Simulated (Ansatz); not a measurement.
# TiPbO3: course of a relaxation

These are results of DFT PBE, scalar-relativistic, plane waves, PAW in Ansatz 0.2.0, not measurements. Run with 420 eV cutoff, 8×8×8 k-mesh, Gaussian smearing of 0.02 eV, no spin polarisation.

What was changed: uniaxial strain along c, with a, b and atoms relaxed: -1.5 %.

Spin–orbit coupling is left out, which can shift energies with elements as heavy as these.

Command:

```bash
ansatz run input.yaml --threads 1 --pin off --max-ram 2560MiB --backend cpu --events-out ev --progress --plain --runs-dir out
```

Input:

```yaml
crystal:
  lattice:
    - [3.9813903568, 0.0, 0.0]
    - [0.0, 3.9813903568, 0.0]
    - [0.0, 0.0, 3.9070181832]
  atoms:
    - { symbol: Ti, position: [0.5, 0.5, 0.5] }
    - { symbol: Pb, position: [0.0, 0.0, 0.0] }
    - { symbol: O, position: [0.5, 0.0, 0.5] }
    - { symbol: O, position: [0.5, 0.5, 0.0] }
    - { symbol: O, position: [0.0, 0.5, 0.5] }
basis:
  ecutwfc: 420
kpoints:
  mp_grid: { grid: [8, 8, 8] }
hamiltonian:
  xc: pbe
scf:
  occupations: { method: gaussian, width: 0.02 }
output:
  forces: true
  stress: true
  eigenvalues: true
relax:
  adjacent_minimum: "off"
  f_tol: 0.008
  max_steps: 40
  cell: { stress_tol: 0.015, fix: [c, angles] }
```

F is the free energy. Steps run on the plane waves of an earlier cell, but the last one, and at times one on the way, on a freshly chosen basis, so a repeated geometry can differ a little in energy. The held parts of the cell keep their stress, so P needn't end at zero.

Steps:

| step | F − F(1) (eV) | largest force component (eV/Å) | V (Å³/atom) | P (GPa) |
| --- | --- | --- | --- | --- |
| 1 | 0.0000 | 0.000 | 12.386 | 1.43 |
| 2 | 0.0002 | 0.000 | 12.402 | 1.20 |
| 3 | 0.0003 | 0.000 | 12.406 | 1.15 |
| 4 | -0.0002 | 0.000 | 12.406 | 1.16 |

Relaxed structure:

```yaml
crystal:
  lattice:
    - [3.98446, 0.00000, 0.00000]
    - [0.00000, 3.98446, 0.00000]
    - [0.00000, 0.00000, 3.90702]
  atoms:
    - { symbol: Ti, position: [0.50000, 0.50000, 0.50000] }
    - { symbol: Pb, position: [0.00000, 0.00000, 0.00000] }
    - { symbol: O, position: [0.50000, 0.00000, 0.50000] }
    - { symbol: O, position: [0.50000, 0.50000, 0.00000] }
    - { symbol: O, position: [0.00000, 0.50000, 0.50000] }
```

Symmetry: P4/mmm, No. 123, tetragonal system. Conventional cell: a = 3.984 Å, b = 3.984 Å, c = 3.907 Å, α = 90.00°, β = 90.00°, γ = 90.00°. Ti (site symmetry 4/mmm) is surrounded by 6 O at 1.95 to 1.99 Å. Pb (site symmetry 4/mmm) has 12 O at 2.79 to 2.82 Å as nearest neighbours. O (site symmetry mmm) has 2 Ti at 1.99 Å as nearest neighbours. Around O (site symmetry 4/mmm) lie 2 Ti at 1.95 Å.

The run converged. The run took 15 s on 1 thread of Intel(R) Xeon(R) 6975P-C (Granite Rapids), on a shared host, peak memory 0.48 GiB.